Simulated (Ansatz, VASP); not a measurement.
# One calculation of Zn, two programs

The input POSCAR:

```
Zn
1.0
    0.0000000000      1.9192176128      1.9192176128
    1.9192176128      0.0000000000      1.9192176128
    1.9192176128      1.9192176128      0.0000000000
Zn
1
Direct
    0.0000000000      0.0000000000      0.0000000000
```

INCAR.step1

```
SYSTEM = Zn
PREC = Accurate
ENCUT = 520
ISMEAR = 0
SIGMA = 0.1
LREAL = .FALSE.
LASPH = .TRUE.
NELM = 60
NBANDS = 12
GGA = PE
ALGO = Normal
EDIFF = 1E-4
LWAVE = .TRUE.
LCHARG = .FALSE.
```

File INCAR.step2:

```
SYSTEM = Zn
PREC = Accurate
ENCUT = 520
EDIFF = 1E-6
ISMEAR = 0
SIGMA = 0.1
LREAL = .FALSE.
LASPH = .TRUE.
NELM = 60
ALGO = Normal
ISIF = 2
LWAVE = .FALSE.
LCHARG = .FALSE.
METAGGA = R2SCAN
LMIXTAU = .TRUE.
NBANDS = 12
ISTART = 1
```

KPOINTS

```
regular mesh
0
G
  18 18 18
  0 0 0
```

Input for Ansatz:

```yaml
crystal:
  lattice:
    - [0.0, 1.9192176128, 1.9192176128]
    - [1.9192176128, 0.0, 1.9192176128]
    - [1.9192176128, 1.9192176128, 0.0]
  atoms:
    - { symbol: Zn, position: [0.0, 0.0, 0.0] }
basis:
  ecutwfc: 500
kpoints:
  mp_grid: { grid: [18, 18, 18] }
  band_path:
    path:
      - [0.0, 0.0, 0.0]
      - [0.5, 0.0, 0.5]
      - [0.625, 0.25, 0.625]
      - [0.375, 0.375, 0.75]
      - [0.5, 0.5, 0.5]
      - [0.5, 0.25, 0.75]
      - [0.22222222, 0.44444444, -0.27777778]
      - [0.0, 0.0, -0.5]
    npoints: 1
hamiltonian:
  xc: r2scan
scf:
  occupations: { method: gaussian, width: 0.1 }
  n_extra_bands: 4
output:
  forces: true
  stress: true
  eigenvalues: true
```

Alike in both runs: task single point; functional r2SCAN; k mesh 18 × 18 × 18; occupations gaussian, width 0.1 eV; no spin polarisation.

|  | VASP | Ansatz |
| --- | --- | --- |
| version | VASP 6.6.1 | Ansatz 0.2.0 |
| potentials or method | VASP PAW PBE potentials, release 64 (Zn) | scalar-relativistic, plane waves, PAW |
| plane-wave cutoff (eV) | 520 | 500 |
| valence electrons in the cell | 12 | 12 |

|  | VASP | Ansatz | Ansatz less VASP |
| --- | --- | --- | --- |
| gap on the k mesh at the Fermi level (eV) | none | none | - |
| pressure (GPa) | 1.4 | 0.9 | -0.49 |

A gap of «none» marks a metal or a gap that the smearing closes.

Caveats: the PAW data sets were made with another functional, which shifts forces and pressure a little (VASP).
